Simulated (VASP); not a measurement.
# Ge (Fd-3m) in VASP: notebook, part 2 of 2

VASP 6.6.1. The steps go on from the part before.

### Step 3. Phonons, PBEsol

POSCAR reads:

```
Ge
1.0
    0.0000000000      2.8290000000      2.8290000000
    2.8290000000      0.0000000000      2.8290000000
    2.8290000000      2.8290000000      0.0000000000
Ge
2
Direct
    0.0000000000      0.0000000000      0.0000000000
    0.2500000000      0.2500000000      0.2500000000
```

INCAR.step1 reads:

```
SYSTEM = Ge
  PREC = Accurate
  ENCUT = 600
  EDIFF = 1E-8
  ISMEAR = -1
  SIGMA = 0.03
  LREAL = .False.
  LASPH = .True.
  NELM = 80
  ALGO = Normal
  ISIF = 3
  LWAVE = .False.
  LCHARG = .False.
  GGA = PS
  NELECT = 27.81208
  IBRION = 2
  NSW = 40
  EDIFFG = -0.002
```

INCAR.step2 reads:

```
SYSTEM = Ge
  PREC = Accurate
  ENCUT = 600
  EDIFF = 1E-8
  ISMEAR = -1
  SIGMA = 0.03
  LREAL = .False.
  LASPH = .True.
  NELM = 80
  ALGO = Normal
  ISIF = 2
  LWAVE = .False.
  LCHARG = .False.
  GGA = PS
  NELECT = 27.81208
  IBRION = 8
  NSW = 1
```

KPOINTS reads:

```
regular mesh
0
Gamma
  14 14 14
  0 0 0
```

Potentials or basis: VASP PAW PBE potentials, release 64 (Ge_d).

On the command line:

```console
> cat potpaw_PBE.64/Ge_d/POTCAR > POTCAR
> cp INCAR.step1 INCAR
> mpirun -np 1 vasp_std > vasp.out
> cp CONTCAR POSCAR
> cp INCAR.step2 INCAR
> mpirun -np 1 vasp_std > vasp.out
```

OUTCAR:

```text
SYSTEM = Ge
   PREC = Accurate
   ENCUT = 600
   EDIFF = 1E-8
   ISMEAR = -1
   LREAL = .False.
   LASPH = .True.
   NELM = 80
   ISIF = 2
   GGA = PS
   NELECT = 27.81208
   IBRION = 8
   NSW = 1

 ion  position               nearest neighbor table
   1  0.000  0.000  0.000-   2 2.39   2 2.39   2 2.39   2 2.39
   2  0.250  0.250  0.250-   1 2.39   1 2.39   1 2.39   1 2.39

  LATTYP: Found a face centered cubic cell.
 ALAT       =     5.5138888548

  Lattice vectors:

 A1 = (   0.0000000000,   2.7569444274,   2.7569444274)
 A2 = (   2.7569444274,   0.0000000000,   2.7569444274)
 A3 = (   2.7569444274,   2.7569444274,   0.0000000000)

Analysis of symmetry for initial positions (statically):
=====================================================================
 Subroutine PRICEL returns:
 Original cell was already a primitive cell.

 Routine SETGRP: Setting up the symmetry group for a
 face centered cubic supercell.

 Subroutine GETGRP returns: Found 48 space group operations
 (whereof 24 operations were pure point group operations)
 out of a pool of 48 trial point group operations.

The static configuration has the point symmetry T_d .
 The point group associated with its full space group is O_h .

Analysis of symmetry for dynamics (positions and initial velocities):
=====================================================================
 Subroutine PRICEL returns:
 Original cell was already a primitive cell.

 Routine SETGRP: Setting up the symmetry group for a
 face centered cubic supercell.

 Subroutine GETGRP returns: Found 48 space group operations
 (whereof 24 operations were pure point group operations)
 out of a pool of 48 trial point group operations.

The dynamic configuration has the point symmetry T_d .
 The point group associated with its full space group is O_h .

 Subroutine INISYM returns: Found 48 space group operations
 (whereof 24 operations are pure point group operations),
 and found     1 'primitive' translations

----------------------------------------------------------------------------------------

                                     Primitive cell

  volume of cell :      41.9096

  direct lattice vectors                    reciprocal lattice vectors
     0.000000000  2.756944427  2.756944427    -0.181360203  0.181360203  0.181360203
     2.756944427  0.000000000  2.756944427     0.181360203 -0.181360203  0.181360203
     2.756944427  2.756944427  0.000000000     0.181360203  0.181360203 -0.181360203

  length of vectors
     3.898908200  3.898908200  3.898908200     0.314125085  0.314125085  0.314125085

  position of ions in fractional coordinates (direct lattice)
     0.000000000  0.000000000  0.000000000
     0.250000000  0.250000000  0.250000000

  ion indices of the primitive-cell ions
[... 114 lines left out ...]
 number of electron      27.8120795 magnetization

 Free energy of the ion-electron system (eV)
  ---------------------------------------------------
  ext. energy  EPLUGINS =         0.00000000
  ---------------------------------------------------
  free energy    TOTEN  =       -10.74063976 eV

  energy without entropy =      -10.73945869  energy(sigma->0) =      -10.74004923

 E-fermi :   4.6703     XC(G=0): -10.4308

 val. band max:        4.6345684734   @ k =   0.2143   0.0714   0.0000
 cond. band min:       4.7343590815   @ k =  -0.2143   0.1429   0.0000
 fundamental gap:      0.0997906081
 Fermi energy:         4.6703064568

 k-point     1 :       0.0000    0.0000    0.0000
  band No.  band energies     occupation
      1     -19.3514      2.00000
      2     -19.3514      2.00000
      3     -19.3514      2.00000
      4     -19.3068      2.00000
      5     -19.3068      2.00000
      6     -19.0507      2.00000
[... 481 lines left out ...]
      5     -19.2427      2.00000
      6     -19.1283      2.00000
[... 10 lines left out ...]
     17      10.6738      0.00000
     18      10.7552      0.00000

 [... further k-points ...]
[... 5 lines left out ...]
  --------------------------------------------------------------------------------------
  -------------------------------------------------------------------------------------
  Total        0.0034650      0.0034650      0.0034650     -0.0000000      0.0000000     -0.0000000
  in kB        0.1324637      0.1324637      0.1324637     -0.0000000      0.0000000     -0.0000000
  external PRESSURE =       0.1324637 kB  Pullay stress =       0.0000000 kB

 VOLUME and BASIS-vectors are now :
 -----------------------------------------------------------------------------
  energy-cutoff  :      600.00
  volume of cell :       41.91
      direct lattice vectors                 reciprocal lattice vectors
     0.000000000  2.756944427  2.756944427    -0.181360203  0.181360203  0.181360203
     2.756944427  0.000000000  2.756944427     0.181360203 -0.181360203  0.181360203
     2.756944427  2.756944427  0.000000000     0.181360203  0.181360203 -0.181360203

 POSITION                                       TOTAL-FORCE (eV/Angst)
 -----------------------------------------------------------------------------------
      0.00000      0.00000      0.00000         0.000000      0.000000      0.000000
      1.37847      1.37847      1.37847        -0.000000     -0.000000     -0.000000
 -----------------------------------------------------------------------------------
    total drift:                               -0.000000      0.000000      0.000000

  FREE ENERGIE OF THE ION-ELECTRON SYSTEM (eV)
  ---------------------------------------------------
  free  energy   TOTEN  =       -10.7406397627 eV

  energy  without entropy=      -10.7394586918  energy(sigma->0) =      -10.74004923

[... ionic steps 2 to 3 ...]

--------------------------------------- Ionic step        4  -------------------------------------------

 Free energy of the ion-electron system (eV)
  ---------------------------------------------------
  ---------------------------------------------------
  free energy    TOTEN  =        -0.19390929 eV

  energy without entropy =       -0.19390929

------------------------ aborting loop because EDIFF is reached ----------------------------------------

 INTERNAL STRAIN TENSOR  FOR ION    1  DIRECTION 1   (eV/Angst):
 -----------------------------------------------------------------------------
    -0.00691  0.00000  0.00000
     0.00000  0.00425 12.02549
     0.00000 12.02549  0.00425

 INTERNAL STRAIN TENSOR FOR ION    2 for displacements in x,y,z  (eV/Angst):
          X           Y           Z          XY          YZ          ZX
  --------------------------------------------------------------------------------
  x     0.00000    -0.00000    -0.00000     0.00000   -12.02549     0.00000
  y    -0.00000     0.00000    -0.00000     0.00000     0.00000   -12.02549
  z    -0.00000    -0.00000     0.00000   -12.02549     0.00000     0.00000

 SECOND DERIVATIVES (NOT SYMMETRIZED)
 ------------------------------------
               1X          1Y          1Z          2X          2Y          2Z
  1X   -10.453135    0.000000    0.000000   10.453135    0.000000    0.000000
  1Y     0.000000  -10.453135    0.000000    0.000000   10.453135    0.000000
  1Z     0.000000    0.000000  -10.453135    0.000000    0.000000   10.453135
  2X    10.453135    0.000000    0.000000  -10.453135    0.000000    0.000000
  2Y     0.000000   10.453135    0.000000    0.000000  -10.453135    0.000000
  2Z     0.000000    0.000000   10.453135    0.000000    0.000000  -10.453135

 Eigenvectors and eigenvalues of the dynamical matrix
 ----------------------------------------------------

   1 f  =    8.388625 THz    52.707285 2PiTHz  279.814409 cm-1    34.692550 meV
             X         Y         Z           dx          dy          dz
      0.000000  0.000000  0.000000     0.000000   -0.707107    0.000000
      1.378472  1.378472  1.378472     0.000000    0.707107    0.000000
[... 21 lines left out ...]
   6 f  =    0.000000 THz     0.000000 2PiTHz    0.000000 cm-1     0.000000 meV
             X         Y         Z           dx          dy          dz
      0.000000  0.000000  0.000000     0.000000    0.000000    0.707107
      1.378472  1.378472  1.378472     0.000000    0.000000    0.707107

--------------------------------------------------------------------------------------------------------

 ELASTIC MODULI CONTR FROM IONIC RELAXATION (kBar)
 Direction    XX          YY          ZZ          XY          YZ          ZX
 --------------------------------------------------------------------------------
 XX          -0.0000     -0.0000     -0.0000     -0.0000      0.0000     -0.0000
 YY          -0.0000     -0.0000     -0.0000     -0.0000     -0.0000      0.0000
 ZZ          -0.0000     -0.0000     -0.0000      0.0000     -0.0000     -0.0000
 XY          -0.0000     -0.0000      0.0000   -528.8779      0.0000      0.0000
 YZ           0.0000     -0.0000     -0.0000      0.0000   -528.8779      0.0000
 ZX          -0.0000      0.0000     -0.0000      0.0000      0.0000   -528.8779
 --------------------------------------------------------------------------------
```

Wall time 3.5 min (1 thread of Intel Xeon 6975P-C (Granite Rapids), shared host); peak memory 0.79 GiB.

What came out:

```yaml
Relaxed_volume: 20.95 Å³/atom
Relaxed_cell: a = 3.899 Å, b = 3.899 Å, c = 3.899 Å, α = 60.00°, β = 60.00°, γ = 60.00°
Space_group_after_relaxing_to_0.05_Å: Fd-3m (No. 227)
Highest_phonon_frequency_at_Γ: 280 cm⁻¹
```

The path:
```tsv
step	energy change (eV)	largest force (eV/Å)	pressure (GPa)	volume (Å³)
1	0.0000	0.0000	-5.47	45.28
2	-0.0467	0.0000	3.38	40.40
3	-0.0620	0.0000	-0.01	41.91
```

Final structure:
```xyz
2
Lattice="0.0000 2.7569 2.7569 2.7569 0.0000 2.7569 2.7569 2.7569 0.0000" Properties=species:S:1:pos:R:3 pbc="T T T"
Ge    0.0000    0.0000    0.0000
Ge    1.3785    1.3785    1.3785
```

Phonon frequencies in cm⁻¹ (negative: imaginary):
| q point | frequencies |
| --- | --- |
| (0.000, 0.000, 0.000) | 0 0 0 280 280 280 |

Caveat: the cell is charged against a uniform background, so pressure and absolute levels hang on convention; the PAW data sets were made with another functional, which shifts forces and pressure a little.
